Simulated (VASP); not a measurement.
# AlN (Cmcm) in VASP: further runs, part 3 of 3

VASP 6.6.1. Earlier steps stand in the parts before.

## Step 4: Single point, LDA (strain -0.0050 x Voigt [1, 0, 0, 0, 0, 0], atoms carried along)

File INCAR:

```
PREC = Accurate
ENCUT = 520
EDIFF = 1E-6
ISMEAR = 0
SIGMA = 0.05
LREAL = F
LASPH = T
NELM = 100
ALGO = Normal
ISIF = 2
LWAVE = F
LCHARG = T
GGA = CA
LELF = T
LVHAR = T
NBANDS = 16
```

File KPOINTS:

```
Automatic mesh
0
Gamma
  9 9 6
```

File POSCAR:

```
AlN
1.0
    3.2955551631      0.0000000000      0.0000000000
   -1.6477775816      2.8683763727      0.0000000000
    0.0000000000      0.0000000000      4.1875630000
Al N
2 2
Direct
    0.3333333333      0.6666666667      0.7500000000
    0.6666666667      0.3333333333      0.2500000000
    0.3333333333      0.6666666667      0.2500000000
    0.6666666667      0.3333333333      0.7500000000
```

Potentials or basis: VASP PAW LDA potentials, release 64 (Al, N).

Command:

```
$ cat potpaw_LDA.64/Al/POTCAR potpaw_LDA.64/N/POTCAR > POTCAR
$ mpirun -np 1 vasp_std > vasp.out
```

OUTCAR:

```text
PREC = Accurate
   ENCUT = 520
   EDIFF = 1E-6
   ISMEAR = 0
   LREAL = F
   LASPH = T
   NELM = 100
   ISIF = 2
   GGA = CA

 ion  position               nearest neighbor table
   1  0.333  0.667  0.750-   4 1.91   4 1.91   4 1.91   3 2.09   3 2.09   2 2.83   2 2.83   2 2.83
                             2 2.83   2 2.84   2 2.84
   2  0.667  0.333  0.250-   3 1.91   3 1.91   3 1.91   4 2.09   4 2.09   1 2.83   1 2.83   1 2.83
                             1 2.83   1 2.84   1 2.84
   3  0.333  0.667  0.250-   2 1.91   2 1.91   2 1.91   1 2.09   1 2.09
   4  0.667  0.333  0.750-   1 1.91   1 1.91   1 1.91   2 2.09   2 2.09

  LATTYP: Found a base centered orthorhombic cell.
 ALAT       =     3.2955551631
 B/A-ratio  =     1.7407545805
 C/A-ratio  =     1.2706699760

  Lattice vectors:

 A1 = (   1.6477775816,  -2.8683763727,   0.0000000000)
 A2 = (   1.6477775815,   2.8683763727,   0.0000000000)
 A3 = (   0.0000000000,   0.0000000000,   4.1875630000)

Analysis of symmetry for initial positions (statically):
=====================================================================
 Subroutine PRICEL returns:
 Original cell was already a primitive cell.

 Routine SETGRP: Setting up the symmetry group for a
 base centered orthorhombic supercell.

 Subroutine GETGRP returns: Found  8 space group operations
 (whereof  4 operations were pure point group operations)
 out of a pool of  8 trial point group operations.

The static configuration has the point symmetry C_2h.
 The point group associated with its full space group is D_2h.

Analysis of symmetry for dynamics (positions and initial velocities):
=====================================================================
 Subroutine PRICEL returns:
 Original cell was already a primitive cell.

 Routine SETGRP: Setting up the symmetry group for a
 base centered orthorhombic supercell.

 Subroutine GETGRP returns: Found  8 space group operations
 (whereof  4 operations were pure point group operations)
 out of a pool of  8 trial point group operations.

The dynamic configuration has the point symmetry C_2h.
 The point group associated with its full space group is D_2h.

 Subroutine INISYM returns: Found  8 space group operations
 (whereof  4 operations are pure point group operations),
 and found     1 'primitive' translations

----------------------------------------------------------------------------------------

                                     Primitive cell

  volume of cell :      39.5846

  direct lattice vectors                    reciprocal lattice vectors
     3.295555163  0.000000000  0.000000000     0.303439011  0.174314642  0.000000000
    -1.647777582  2.868376373  0.000000000     0.000000000  0.348629284  0.000000000
     0.000000000  0.000000000  4.187563000     0.000000000  0.000000000  0.238802377

  length of vectors
     3.295555163  3.307983370  4.187563000     0.349944035  0.348629284  0.238802377

  position of ions in fractional coordinates (direct lattice)
     0.333333333  0.666666667  0.750000000
     0.666666667  0.333333333  0.250000000
     0.333333333  0.666666667  0.250000000
     0.666666667  0.333333333  0.750000000

  ion indices of the primitive-cell ions
   primitive index   ion index
                 1           1
                 2           2
                 3           3
                 4           4

[... 51 lines left out ...]
  0.000000  0.444444  0.000000      2.000000
 [... further k-points ...]
   k-points           NKPTS =    100   k-points in BZ     NKDIM =    100   number of bands    NBANDS=     16
   number of dos      NEDOS =    301   number of ions     NIONS =      4
   total plane-waves  NPLWV =  25088
   dimension x,y,z NGX =    28 NGY =   28 NGZ =   32
   dimension x,y,z NGXF=    56 NGYF=   56 NGZF=   64
   ions per type =               2   2
   NGX,Y,Z   is equivalent  to a cutoff of  14.12, 14.07, 12.70 a.u.
   NGXF,Y,Z  is equivalent  to a cutoff of  28.25, 28.14, 25.41 a.u.
 SYSTEM =  unknown system
   PREC   = accura    normal or accurate (medium, high low for compatibility)
   ISTART =      0    job   : 0-new  1-cont  2-samecut
   ICHARG =      2    charge: 1-file 2-atom 10-const
   ISPIN  =      1    spin polarized calculation?
   LNONCOLLINEAR =      F non collinear calculations
   LSORBIT =      F    spin-orbit coupling
   LASPH  =      T    aspherical Exc in radial PAW
   ENCUT  =  520.0 eV  38.22 Ry    6.18 a.u.   6.13  6.15  7.79*2*pi/ulx,y,z
   NELM   =    100;   NELMIN=  2; NELMDL= -5     # of ELM steps
   EDIFF  = 0.1E-05   stopping-criterion for ELM
   LREAL  =      F    real-space projection
   EDIFFG = 0.1E-04   stopping-criterion for IOM
   NSW    =      0    number of steps for IOM
   IBRION =     -1    ionic relax: 0-MD 1-quasi-New 2-CG
   NFREE  =      0    steps in history (QN), initial steepest desc. (CG)
   ISIF   =      2    stress and relaxation
   ISYM   =      2    0-nonsym 1-usesym 2-fastsym
   POTIM  = 0.5000    time-step for ionic-motion
   TEBEG  =    0.0;   TEEND  =   0.0 temperature during run
   PSTRESS=    0.0 pullay stress
   NELECT =      16.0000    total number of electrons
   NUPDOWN=      -1.0000    fix difference up-down
   EMIN   =  10.00;   EMAX   =-10.00  energy-range for DOS
   EFERMI =   0.00;   METHOD = LEGACY
   ISMEAR =     0;   SIGMA  =   0.05  broadening in eV -4-tet -1-fermi 0-gaus
   EFERMI_NEDOS =   21; number of points for ismear=-14 and -15
   IALGO  =     38    algorithm
   IMIX   =      4    mixing-type and parameters
     AMIX     =   0.40;   BMIX     =  1.00
     AMIX_MAG =   1.60;   BMIX_MAG =  1.00
  volume/ion in A,a.u.               =       9.90        66.78
  Fermi-wavevector in a.u.,A,eV,Ry     =   1.210429  2.287380 19.934431  1.465139
  Thomas-Fermi vector in A             =   2.345976
   LORBIT       =      0    0 simple, 1 ext, 2 COOP (PROOUT), +10 PAW based schemes
   GGA     = CA    functional components
   LHFCALC =     F    Hartree Fock is set to
   AEXX    =    0.0000 exact exchange contribution
   IVDW    =     0    specifies the selected vdW correction
   LEPSILON=     F    determine dielectric tensor
   LRPA    =     F    only Hartree local field effects (RPA)
 non-spin polarized calculation
 Gauss-broadening in eV      SIGMA  =   0.05
  energy-cutoff  :      520.00
  volume of cell :       39.58
 maximum number of plane-waves:      1084
 NGX is ok and might be reduce to    28
   NGX = 13   NGY = 13   NGZ = 15

 number of electron      16.0000001 magnetization

 Free energy of the ion-electron system (eV)
  ---------------------------------------------------
  ext. energy  EPLUGINS =         0.00000000
  ---------------------------------------------------
  free energy    TOTEN  =       -32.45055405 eV

  energy without entropy =      -32.45055405  energy(sigma->0) =      -32.45055405

 E-fermi :   7.9818     XC(G=0): -11.5103

 val. band max:        7.7512784072   @ k =   0.0000   0.0000   0.0000
 cond. band min:      11.0669632268   @ k =   0.0000   0.0000   0.0000
 fundamental gap:      3.3156848196
 Fermi energy:         7.9817516351

 k-point     1 :       0.0000    0.0000    0.0000
  band No.  band energies     occupation
      1      -8.9217      2.00000
      2      -5.1821      2.00000
      3       0.8051      2.00000
      4       4.4526      2.00000
      5       4.4731      2.00000
      6       6.1101      2.00000
[... 433 lines left out ...]
      3       1.2864      2.00000
      4       2.8022      2.00000
      5       3.2931      2.00000
      6       3.4567      2.00000
[... 8 lines left out ...]
     15      20.5267      0.00000
     16      20.7473      0.00000

 [... further k-points ...]

------------------------ aborting loop because EDIFF is reached ----------------------------------------

  FORCE on cell =-STRESS in cart. coord.  units (eV):
  Direction    XX          YY          ZZ          XY          YZ          ZX
  --------------------------------------------------------------------------------------
  -------------------------------------------------------------------------------------
  Total       -1.4707021     -1.8850191     -1.9605611      0.0000000      0.0000000      0.0000000
  in kB      -59.5263444    -76.2957347    -79.3532815      0.0000000      0.0000000      0.0000000
  external PRESSURE =     -71.7251202 kB  Pullay stress =       0.0000000 kB

 VOLUME and BASIS-vectors are now :
 -----------------------------------------------------------------------------
  energy-cutoff  :      520.00
  volume of cell :       39.58
      direct lattice vectors                 reciprocal lattice vectors
     3.295555163  0.000000000  0.000000000     0.303439011  0.174314642  0.000000000
    -1.647777582  2.868376373  0.000000000     0.000000000  0.348629284  0.000000000
     0.000000000  0.000000000  4.187563000     0.000000000  0.000000000  0.238802377

 POSITION                                       TOTAL-FORCE (eV/Angst)
 -----------------------------------------------------------------------------------
     -0.00000      1.91225      3.14067        -0.000000      0.052046     -0.000000
      1.64778      0.95613      1.04689         0.000000     -0.052046      0.000000
     -0.00000      1.91225      1.04689        -0.000000      0.064773     -0.000000
      1.64778      0.95613      3.14067         0.000000     -0.064773     -0.000000
 -----------------------------------------------------------------------------------
    total drift:                                0.000000     -0.000000      0.000000

  FREE ENERGIE OF THE ION-ELECTRON SYSTEM (eV)
  ---------------------------------------------------
  free  energy   TOTEN  =       -32.4505540539 eV

  energy  without entropy=      -32.4505540539  energy(sigma->0) =      -32.45055405
```

It took 28 s on 1 thread of Intel Xeon Platinum 8488C (Sapphire Rapids), shared host; peak memory 0.17 GiB.

Results:

```
Free energy            : -32.4506 eV
Pressure               : -7.2 GPa
Largest force          : 0.065 eV/Å
Band gap on the k mesh : 3.32 eV, direct
```

Forces in eV/Å, atoms in the order of the input:
```
Al   0.000  0.052  0.000
Al   0.000 -0.052  0.000
N    0.000  0.065  0.000
N    0.000 -0.065  0.000
```

Stress tensor (GPa, compression positive):
```
-5.95  0.00  0.00
 0.00 -7.63  0.00
 0.00  0.00 -7.94
```

Levels at points of the mesh, in eV from the valence-band top:
```
           k point  band 6  band 7  band 8  band 9  band 10  band 11
(0.00, 0.00, 0.00)   -1.64   -1.62    0.00    3.32     4.29     8.04
(0.00, 0.00, 0.50)   -2.51   -2.49   -2.49    5.60     5.60     8.24
```

Caveat: an odd mesh through Γ misses points on the zone boundary, where band edges often lie.

## Step 5: The runs side by side

```tsv
cell	gap on the mesh (eV)	pressure (GPa)	largest force (eV/Å)
strain +0.0150 x Voigt [1, 0, 0, 0, 0, 0], atoms carried along	3.19	-11.2	0.18
strain -0.0150 x Voigt [1, 0, 0, 0, 0, 0], atoms carried along	3.38	-4.9	0.20
strain -0.0050 x Voigt [1, 0, 0, 0, 0, 0], atoms carried along	3.32	-7.2	0.06
```

Alike in all rows: task single point; level LDA; potentials or basis VASP PAW LDA potentials, release 64 (Al, N); no spin polarisation; k mesh 9 × 9 × 6; cutoff (eV) 520; smearing gaussian 0.05 eV.

Caveats: an odd mesh through Γ misses points on the zone boundary, where band edges often lie.

Total energies depend on the potentials used, so only differences within one code and one set of settings carry meaning.
